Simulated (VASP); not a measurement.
# InAs (F-43m) in VASP: a series of runs, part 2 of 2

VASP 6.6.1. Earlier steps stand in the parts before.

### 3 Relaxation of cell and atoms, PBE

This run uses another cell than the first one, of 29.62 Å³/atom, 1.078 times its volume.

The input, INCAR:

```
SYSTEM = InAs
ALGO = Normal
EDIFF = 1E-7
EDIFFG = -0.005
ENCUT = 600
GGA = PE
IBRION = 2
ISIF = 3
ISMEAR = 0
LASPH = .TRUE.
LCHARG = .FALSE.
LREAL = .FALSE.
LWAVE = .FALSE.
NELM = 80
NSW = 90
PREC = Accurate
SIGMA = 0.03
```

The input, KPOINTS:

```
k-points
0
G
  10 10 10
  0 0 0
```

The input, POSCAR:

```
InAs                                    
1.0
    0.0000000000      3.0941320029      3.0941320029
    3.0941320029      0.0000000000      3.0941320029
    3.0941320029      3.0941320029     -0.0000000000
  In              As            
     1     1
Direct
     0.0000000000000000    0.0000000000000000    0.0000000000000000
     0.2500000000000000    0.2500000000000000    0.2500000000000000
```

Potentials or basis: VASP PAW PBE potentials, release 64 (In_d, As).

Command:

```bash
$ cat potpaw_PBE.64/In_d/POTCAR potpaw_PBE.64/As/POTCAR > POTCAR
$ mpirun -np 1 vasp_std > vasp.out
```

OUTCAR:

```text
SYSTEM = InAs
   EDIFF = 1E-7
   EDIFFG = -0.005
   ENCUT = 600
   GGA = PE
   IBRION = 2
   ISIF = 3
   ISMEAR = 0
   LASPH = .TRUE.
   LREAL = .FALSE.
   NELM = 80
   NSW = 90
   PREC = Accurate

 ion  position               nearest neighbor table
   1  0.000  0.000  0.000-   2 2.68   2 2.68   2 2.68   2 2.68
   2  0.250  0.250  0.250-   1 2.68   1 2.68   1 2.68   1 2.68

  LATTYP: Found a face centered cubic cell.
 ALAT       =     6.1882640058

  Lattice vectors:

[... 565 lines left out ...]
      9       2.0911      2.00000
     10       5.9168      0.00000
     11       6.5294      0.00000
     12      10.2504      0.00000
     13      10.9430      0.00000

 [... further k-points ...]
[... 5 lines left out ...]
  --------------------------------------------------------------------------------------
  -------------------------------------------------------------------------------------
  Total        0.0091286      0.0091286      0.0091286      0.0000000      0.0000000     -0.0000000
  in kB        0.2468707      0.2468707      0.2468707      0.0000000      0.0000000     -0.0000000
  external PRESSURE =       0.2468707 kB  Pullay stress =       0.0000000 kB

 VOLUME and BASIS-vectors are now :
 -----------------------------------------------------------------------------
  energy-cutoff  :      600.00
  volume of cell :       59.24
      direct lattice vectors                 reciprocal lattice vectors
     0.000000000  3.094132003  3.094132003    -0.161596208  0.161596208  0.161596208
     3.094132003  0.000000000  3.094132003     0.161596208 -0.161596208  0.161596208
     3.094132003  3.094132003  0.000000000     0.161596208  0.161596208 -0.161596208

 POSITION                                       TOTAL-FORCE (eV/Angst)
 -----------------------------------------------------------------------------------
      0.00000      0.00000      0.00000        -0.000000     -0.000000     -0.000000
      1.54707      1.54707      1.54707         0.000000      0.000000      0.000000
 -----------------------------------------------------------------------------------
    total drift:                               -0.000000     -0.000000     -0.000000

  FREE ENERGIE OF THE ION-ELECTRON SYSTEM (eV)
  ---------------------------------------------------
  free  energy   TOTEN  =        -7.7190200632 eV

  energy  without entropy=       -7.7189737844  energy(sigma->0) =       -7.71899692

 reached required accuracy - stopping structural energy minimisation
```

OSZICAR:

```text
N       E                     dE             d eps       ncg     rms          rms(c)
DAV:   1     0.116805241916E+03    0.11681E+03   -0.91946E+03  1227   0.162E+03
DAV:   2     0.659552438632E+00   -0.11615E+03   -0.11312E+03  1267   0.336E+02
DAV:   3    -0.773950976610E+01   -0.83991E+01   -0.83267E+01  1617   0.928E+01
DAV:   4    -0.796359098918E+01   -0.22408E+00   -0.22393E+00  1409   0.173E+01
DAV:   5    -0.797380729019E+01   -0.10216E-01   -0.10216E-01  1761   0.318E+00    0.406E+00
DAV:   6    -0.773593728557E+01    0.23787E+00   -0.44414E-01  1826   0.117E+01    0.227E+00
DAV:   7    -0.771704489799E+01    0.18892E-01   -0.12658E-01  1711   0.327E+00    0.689E-01
DAV:   8    -0.771819574936E+01   -0.11509E-02   -0.11988E-02  1452   0.157E+00    0.165E-01
DAV:   9    -0.771885249075E+01   -0.65674E-03   -0.12063E-03  1477   0.449E-01    0.103E-01
DAV:  10    -0.771897108675E+01   -0.11860E-03   -0.16341E-04  1658   0.159E-01    0.670E-02
DAV:  11    -0.771901715616E+01   -0.46069E-04   -0.15956E-04  1292   0.134E-01    0.548E-02
DAV:  12    -0.771901930960E+01   -0.21534E-05   -0.10840E-05  1327   0.273E-02    0.156E-02
DAV:  13    -0.771901956507E+01   -0.25548E-06   -0.18981E-06  1535   0.919E-03    0.863E-03
DAV:  14    -0.771901987401E+01   -0.30894E-06   -0.19423E-07  1250   0.543E-03    0.133E-03
DAV:  15    -0.771902001007E+01   -0.13605E-06   -0.23810E-08   736   0.132E-03    0.825E-04
DAV:  16    -0.771902006316E+01   -0.53092E-07   -0.54476E-09   641   0.119E-03
   1 F= -.77190201E+01 E0= -.77189969E+01  d E =-.771902E+01
```

Wall time 76 s (1 thread of Intel Xeon Platinum 8375C at 2.90GHz (Ice Lake), shared host); peak memory 0.22 GiB.

What came out:

* Free energy: -7.7190 eV
* Pressure after relaxing: 0.0 GPa
* Band gap on the k mesh: none (metal or under the smearing width)

Final structure:
```
In As
1.0
     0.00000    3.09413    3.09413
     3.09413    0.00000    3.09413
     3.09413    3.09413    0.00000
In As
1 1
Cartesian
  0.0000 0.0000 0.0000
  1.5471 1.5471 1.5471
```

Levels at points of the mesh, in eV from the Fermi level:
| k point | band 7 | band 8 | band 9 | band 10 | band 11 | band 12 |
| --- | --- | --- | --- | --- | --- | --- |
| (0.00, 0.00, 0.00) | -0.56 | -0.01 | -0.01 | -0.01 | 3.86 | 3.86 |
| (0.50, 0.00, 0.00) | -5.44 | -0.90 | -0.90 | 0.80 | 4.62 | 4.62 |
| (0.50, 0.50, 0.00) | -5.56 | -2.11 | -2.11 | 1.65 | 2.03 | 8.74 |

Caveat: the relaxation stopped at its first step, so nothing moved; this crystal is a semiconductor, whose small gap the functional closes, so the metal is an error of the method.

### 4 Relaxation of cell and atoms, r2SCAN

The input, INCAR:

```
  PREC = Accurate
  ENCUT = 600
  EDIFF = 1E-6
  ISMEAR = 0
  SIGMA = 0.03
  LREAL = False
  LASPH = True
  NELM = 80
  ALGO = Normal
  ISIF = 3
  LWAVE = False
  LCHARG = False
  METAGGA = R2SCAN
  LMIXTAU = True
  IBRION = 2
  NSW = 90
  EDIFFG = -0.01
```

The input, KPOINTS:

```
regular mesh
0
Gamma
  10 10 10
```

The input, POSCAR:

```
InAs
1.0
    0.0000000000      3.0180000000      3.0180000000
    3.0180000000      0.0000000000      3.0180000000
    3.0180000000      3.0180000000      0.0000000000
In As
1 1
Direct
    0.0000000000      0.0000000000      0.0000000000
    0.2500000000      0.2500000000      0.2500000000
```

Command:

```bash
$ cat potpaw_PBE.64/In_d/POTCAR potpaw_PBE.64/As/POTCAR > POTCAR
$ mpirun -np 1 vasp_std > vasp.out
```

Wall time 3.7 min (1 thread of Intel Xeon 6975P-C (Granite Rapids), shared host); peak memory 0.26 GiB.

The run converged. Its results:

- Free energy: -38.0621 eV
- Relaxed volume: 28.52 Å³/atom
- Relaxed cell: a = 4.321 Å, b = 4.321 Å, c = 4.321 Å, α = 60.00°, β = 60.00°, γ = 60.00°
- Space group after relaxing (to 0.05 Å): F-43m (No. 216)
- Energy gained by relaxing: 6.9 meV/atom
- Ionic steps: 3
- Pressure after relaxing: 0.0 GPa
- Band gap on the k mesh: 0.08 eV, direct

The path:
```
step  energy change (eV)  largest force (eV/Å)  pressure (GPa)  volume (Å³)
   1              0.0000                0.0000            2.29        54.98
   2             -0.0100                0.0000           -1.84        58.16
   3             -0.0139                0.0000           -0.03        57.03
```

Final structure:
```
In As
1.0
     0.00000    3.05513    3.05513
     3.05513    0.00000    3.05513
     3.05513    3.05513    0.00000
In As
1 1
Direct
  0.00000 0.00000 0.00000
  0.25000 0.25000 0.25000
```

Levels at points of the mesh, in eV from the valence-band top:
```csv
k point,band 7,band 8,band 9,band 10,band 11,band 12
"(0.00, 0.00, 0.00)",0.00,0.00,0.00,0.08,4.26,4.26
"(0.50, 0.00, 0.00)",-5.72,-0.97,-0.97,1.25,5.03,5.03
"(0.50, 0.50, 0.00)",-5.80,-2.29,-2.29,1.87,2.34,9.62
```

Caveat: the PAW data sets were made with another functional, which shifts forces and pressure a little; spin-orbit coupling is left out, which moves the levels of the heavy elements.

### 5 Relaxation of cell and atoms, r2SCAN

This run uses another cell than the first one, of 28.52 Å³/atom, 1.037 times its volume.

Edit INCAR of step 4 so:

```diff
@@ -2,3 +2,3 @@
   ENCUT = 600
-  EDIFF = 1E-6
+  EDIFF = 1E-7
   ISMEAR = 0
@@ -16,2 +16,2 @@
   NSW = 90
-  EDIFFG = -0.01
+  EDIFFG = -0.005
```

KPOINTS is that of step 4.

The input, POSCAR:

```
InAs                                    
1.0
    0.0000000000      3.0551307112      3.0551307112
    3.0551307112      0.0000000000      3.0551307112
    3.0551307112      3.0551307112      0.0000000000
  In              As            
     1     1
Direct
     0.0000000000000000    0.0000000000000000    0.0000000000000000
     0.2500000000000000    0.2500000000000000    0.2500000000000000
```

Command:

```bash
$ cat potpaw_PBE.64/In_d/POTCAR potpaw_PBE.64/As/POTCAR > POTCAR
$ mpirun -np 1 vasp_std > vasp.out
```

Run time: 2.3 min. Hardware: 1 thread of Intel Xeon 6975P-C (Granite Rapids), shared host; peak memory 0.25 GiB.

It converged, with:

```
Free energy             : -38.0625 eV
Pressure after relaxing : 0.0 GPa
Band gap on the k mesh  : 0.08 eV, direct
```

Final structure:
```
In As
1.0
     0.00000    3.05513    3.05513
     3.05513    0.00000    3.05513
     3.05513    3.05513    0.00000
In As
1 1
Direct
  0.00000 0.00000 0.00000
  0.25000 0.25000 0.25000
```

Levels at points of the mesh, in eV from the valence-band top:
| k point | band 7 | band 8 | band 9 | band 10 | band 11 | band 12 |
| --- | --- | --- | --- | --- | --- | --- |
| (0.00, 0.00, 0.00) | 0.00 | 0.00 | 0.00 | 0.08 | 4.26 | 4.26 |
| (0.50, 0.00, 0.00) | -5.72 | -0.97 | -0.97 | 1.25 | 5.03 | 5.03 |
| (0.50, 0.50, 0.00) | -5.80 | -2.29 | -2.29 | 1.87 | 2.34 | 9.62 |

Caveat: the relaxation stopped at its first step, so nothing moved; the PAW data sets were made with another functional, which shifts forces and pressure a little; spin-orbit coupling is left out, which moves the levels of the heavy elements. r2SCAN opens gaps a little over a GGA but as a rule still falls short of measured ones.

### 6 Relaxation of the atoms, r2SCAN (a relaxed cell with its volume scaled by 0.94)

Edit INCAR of step 5 so:

```diff
@@ -9,3 +9,3 @@
   ALGO = Normal
-  ISIF = 3
+  ISIF = 2
   LWAVE = False
@@ -15,3 +15,3 @@
   IBRION = 2
-  NSW = 90
-  EDIFFG = -0.005
+  NSW = 40
+  EDIFFG = -0.01
```

KPOINTS is that of step 5.

The input, POSCAR:

```
InAs                                    
1.0
    0.0000000000      2.9927636050      2.9927636050
    2.9927636050      0.0000000000      2.9927636050
    2.9927636050      2.9927636050      0.0000000000
  In              As            
     1     1
Direct
     0.0000000000000000    0.0000000000000000    0.0000000000000000
     0.2500000000000000    0.2500000000000000    0.2500000000000000
```

Potentials or basis: VASP PAW PBE potentials, release 64 (In_d, As).

Command:

```bash
$ cat potpaw_PBE.64/In_d/POTCAR potpaw_PBE.64/As/POTCAR > POTCAR
$ mpirun -np 1 vasp_std > vasp.out
```

It took 2.1 min on 1 thread of Intel Xeon 6975P-C (Granite Rapids), shared host; peak memory 0.25 GiB.

It converged, with:

- Free energy: -38.0210 eV
- Pressure after relaxing: 4.1 GPa
- Band gap on the k mesh: 0.42 eV, direct

Final structure:
```xyz
2
Lattice="0.0000 2.9928 2.9928 2.9928 0.0000 2.9928 2.9928 2.9928 0.0000" Properties=species:S:1:pos:R:3 pbc="T T T"
In    0.0000    0.0000    0.0000
As    1.4964    1.4964    1.4964
```

Levels at points of the mesh, in eV from the valence-band top:
```csv
k point,band 5,band 6,band 7,band 8,band 9,band 10,band 11,band 12,band 13
"(0.00, 0.00, 0.00)",-14.75,-12.51,0.00,0.00,0.00,0.42,4.29,4.29,4.29
"(0.50, 0.00, 0.00)",-14.74,-10.86,-6.05,-1.06,-1.06,1.40,5.06,5.06,7.34
"(0.50, 0.50, 0.00)",-14.72,-10.26,-6.08,-2.50,-2.50,1.78,2.36,10.06,10.18
```

Caveat: the relaxation stopped at its first step, so nothing moved; the PAW data sets were made with another functional, which shifts forces and pressure a little; spin-orbit coupling is left out, which moves the levels of the heavy elements.

### 7 Overview

| task | level | cell | gap on the mesh (eV) | pressure (GPa) |
| --- | --- | --- | --- | --- |
| relaxation of cell and atoms | PBE | relaxed | none | 0.0 |
| relaxation of cell and atoms | r2SCAN | relaxed | 0.08 | 0.0 |
| relaxation of the atoms | r2SCAN | atoms relaxed from: a relaxed cell with its volume scaled by 0.94 | 0.42 | 4.1 |

Alike in all rows: potentials or basis VASP PAW PBE potentials, release 64 (In_d, As); no spin polarisation; k mesh 10 × 10 × 10; cutoff (eV) 600; smearing gaussian 0.03 eV.

Caveats: the relaxation stopped at its first step, so nothing moved; the PAW data sets were made with another functional, which shifts forces and pressure a little (some runs); spin-orbit coupling is left out, which moves the levels of the heavy elements (some runs); this crystal is a semiconductor, whose small gap the functional closes, so the metal is an error of the method (some runs).

Total energies depend on the potentials used, so only differences within one code and one set of settings carry meaning.
